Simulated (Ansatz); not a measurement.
**Eigenvalues along a path: I (hcp type)**

```
I
1.0
     3.13357    0.00000    0.00000
    -1.56678    2.71375    0.00000
     0.00000    0.00000    5.46403
I
2
Direct
  0.33333 0.66667 0.25000
  0.66667 0.33333 0.75000
```

The cell comes from a relaxation on PAW files under the same functional, begun from a prototype that needn't be the stable phase.

All numbers are PBE results (scalar-relativistic) from Ansatz 0.2.0, with a Γ-centred 12×12×7 k mesh, Fermi–Dirac smearing of 0.08 eV, no spin polarisation. Methods: LAPW: all electrons, basis error target 1 meV/atom.

This run: volume at 0.6 of the series' base cell.

Spin–orbit coupling is left out, which matters for the heavy atoms. The structure type is held throughout; the real material can change phase at far lower pressure.

Path points, in fractions of the reciprocal vectors: Γ (0.000, 0.000, 0.000), M (0.500, 0.000, 0.000), K (0.333, 0.333, 0.000), A (0.000, 0.000, 0.500), L (0.500, 0.000, 0.500), H (0.333, 0.333, 0.500). Levels in eV from the Fermi level; bands 19 to 28, counted from the lowest band of the run. The gap is zero, the pressure 29.9 GPa.

```
# k(1/Å) point b19 b20 b21 b22 b23 b24 b25 b26 b27 b28
0.000 Γ -16.90 -14.14 -8.03 1.45 1.45 1.48 2.65 2.65 7.63 8.26
0.289 - -16.60 -13.89 -7.72 -0.68 0.70 1.11 1.42 2.45 7.23 8.66
0.579 - -15.74 -13.18 -6.83 -4.00 -1.85 -0.48 0.84 1.70 5.45 7.26
0.868 - -14.44 -12.38 -6.60 -5.45 -4.66 -1.32 -0.71 0.99 4.40 6.37
1.158 M -13.41 -12.31 -7.36 -6.15 -4.33 -2.03 -1.62 0.72 4.06 6.23
1.325 - -13.33 -12.28 -7.26 -6.05 -4.23 -2.39 -2.02 -0.03 5.08 5.58
1.492 - -13.11 -12.20 -7.01 -5.75 -3.93 -3.79 -2.05 -1.56 4.39 7.29
1.659 - -12.76 -12.17 -6.68 -5.30 -4.92 -3.45 -3.11 -2.25 3.43 9.90
1.826 K -12.37 -12.37 -6.57 -5.10 -5.10 -3.98 -2.80 -2.80 3.09 11.09
2.160 - -13.72 -12.07 -5.85 -5.76 -4.64 -3.43 -2.39 -1.11 4.18 9.18
2.494 - -15.37 -12.90 -6.44 -4.17 -3.30 -1.00 -0.01 0.58 6.70 7.92
2.829 - -16.51 -13.80 -7.62 -0.99 -0.12 1.29 1.38 2.06 7.70 8.29
3.163 Γ -16.90 -14.14 -8.03 1.45 1.45 1.48 2.65 2.65 7.63 8.26
3.307 - -16.83 -14.33 -7.69 0.83 1.49 1.49 2.60 2.60 7.69 8.68
3.450 - -16.63 -14.78 -6.79 -0.63 1.62 1.62 2.47 2.47 7.87 9.10
3.594 - -16.30 -15.33 -5.51 -2.32 1.80 1.80 2.26 2.26 8.16 8.95
3.738 A -15.85 -15.85 -3.99 -3.99 2.03 2.03 2.03 2.03 8.54 8.54
4.027 - -15.57 -15.57 -3.80 -3.80 0.17 0.17 1.47 1.47 7.56 7.56
4.317 - -14.75 -14.75 -4.00 -4.00 -2.17 -2.17 0.44 0.44 5.99 5.99
4.606 - -13.57 -13.57 -6.36 -6.36 -1.72 -1.72 -0.36 -0.36 5.13 5.13
4.895 L -12.81 -12.81 -7.66 -7.66 -1.23 -1.23 -0.65 -0.65 4.97 4.97
5.062 - -12.75 -12.75 -7.55 -7.55 -1.91 -1.91 -0.65 -0.65 5.17 5.17
5.230 - -12.59 -12.59 -7.25 -7.25 -3.36 -3.36 -0.51 -0.51 5.46 5.46
5.397 - -12.38 -12.38 -6.78 -6.78 -4.78 -4.78 -0.33 -0.33 5.89 5.89
5.564 H -12.27 -12.27 -6.39 -6.39 -5.55 -5.55 -0.23 -0.23 6.24 6.24
5.898 - -12.97 -12.97 -6.20 -6.20 -3.96 -3.96 -0.76 -0.76 6.32 6.32
6.232 - -14.40 -14.40 -4.25 -4.25 -2.27 -2.27 -0.94 -0.94 7.38 7.38
6.566 - -15.47 -15.47 -3.75 -3.75 -0.19 -0.19 1.14 1.14 7.74 7.74
6.901 A -15.85 -15.85 -3.99 -3.99 2.03 2.03 2.03 2.03 8.54 8.54
```
